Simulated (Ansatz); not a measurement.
# AlCu: properties at the relaxed cell

One table from this session's results is given with a row withheld; the runs are named, their logs left out.

Method: DFT r2SCAN, scalar-relativistic, plane waves, PAW, in Ansatz 0.2.0.

## The starting structure

It takes space group Pm-3m (No. 221, cubic). The conventional cell has a = 2.957 Å, b = 2.957 Å, c = 2.957 Å, α = 90.00°, β = 90.00°, γ = 90.00°. Al (site symmetry m-3m) has 8 Cu at 2.56 Å as nearest neighbours. Cu (site symmetry m-3m) is surrounded by 8 Al at 2.56 Å.

Coordinates:

```cif
data_structure
_symmetry_space_group_name_H-M 'Pm-3m'
_symmetry_Int_Tables_number 221
_cell_length_a 2.9568
_cell_length_b 2.9568
_cell_length_c 2.9568
_cell_angle_alpha 90.000
_cell_angle_beta 90.000
_cell_angle_gamma 90.000
_cell_volume 25.85
loop_
_atom_site_label
_atom_site_type_symbol
_atom_site_symmetry_multiplicity
_atom_site_Wyckoff_symbol
_atom_site_fract_x
_atom_site_fract_y
_atom_site_fract_z
_atom_site_occupancy
Al1 Al 1 a 0.00000 0.00000 0.00000 1
Cu1 Cu 1 b 0.50000 0.50000 0.50000 1
```

It goes back to an entry of the Materials Project, which need not be the stable form.

It is the result of an earlier relaxation at this level (volume 12.93 Å³/atom; gap on the mesh: none (metal)).

Set-up of the first run:

input.yaml reads:

```yaml
crystal:
  lattice:
    - [2.9568445721, 0.0, 0.0]
    - [0.0, 2.9568445721, 0.0]
    - [0.0, 0.0, 2.9568445721]
  atoms:
    - { symbol: Al, position: [0.0, 0.0, 0.0] }
    - { symbol: Cu, position: [0.5, 0.5, 0.5] }
basis:
  ecutwfc: 500
kpoints:
  mp_grid: { grid: [14, 14, 14] }
  band_path:
    path:
      - [[0.0, 0.0, 0.0], [0.0, 0.5, 0.0], [0.5, 0.5, 0.0], [0.0, 0.0, 0.0], [0.5, 0.5, 0.5], [0.0, 0.5, 0.0]]
      - [[0.5, 0.5, 0.5], [0.5, 0.5, 0.0]]
    npoints: 14
hamiltonian:
  xc: r2scan
scf:
  occupations: { method: gaussian, width: 0.1 }
  n_extra_bands: 6
output:
  forces: true
  stress: true
  eigenvalues: true
  populations: true
  dos: { projected: true, de: 0.02, nscf_kmesh: { grid: [21, 21, 21] } }
  bader: true
```

The run is started by

```
ansatz run input.yaml --threads 1 --pin off --max-ram 2560MiB --backend cpu --events-out ev --progress --plain --runs-dir out
```

Steps of the session up to this table: Bands, states and charges; Back to the database's cell; Volume × 0.97; Point at V/V0 = 1.03; Point at V/V0 = 0.94; Volume × 1.06; Point at V/V0 = 0.91; The cell scaled to 1.10 of its volume; Volume × 0.88.

One table of the session follows, with a row left open; its other results are not shown here.

It belongs to the step «Equation of state». 

| volume (Å³/atom) | energy above the lowest point (meV/atom) | pressure (GPa) |
| --- | --- | --- |
| 11.375 | 97.6 | 22.74 |
| 11.762 | 51.5 | 15.54 |
| 12.150 | 21.5 | 9.46 |
| 12.538 | 5.1 | 4.32 |
| 12.926 | 0.0 | -0.01 |
| 13.314 | 4.6 | -3.67 |
| 13.701 | ? | ? |
| 14.218 | 44.8 | -10.17 |

Estimate the missing values for volume (Å³/atom) = 13.701.

Worked estimate for «energy above the lowest point (meV/atom)». A straight line through the neighbours (13.314, 4.6) and (14.218, 44.8) gives 4.6 + (44.8 − 4.6) × (13.701 − 13.314) / (14.218 − 13.314) = 21.8; a parabola fitted to 3 rows on both sides gives 16.8.

As computed: energy above the lowest point (meV/atom): 17.3; pressure (GPa): -6.76. In «energy above the lowest point (meV/atom)» the line misses by +4.5 and the parabola by -0.5.

Caveats from the session: The projections leave out shells that the potentials don't hold, such as empty d states.
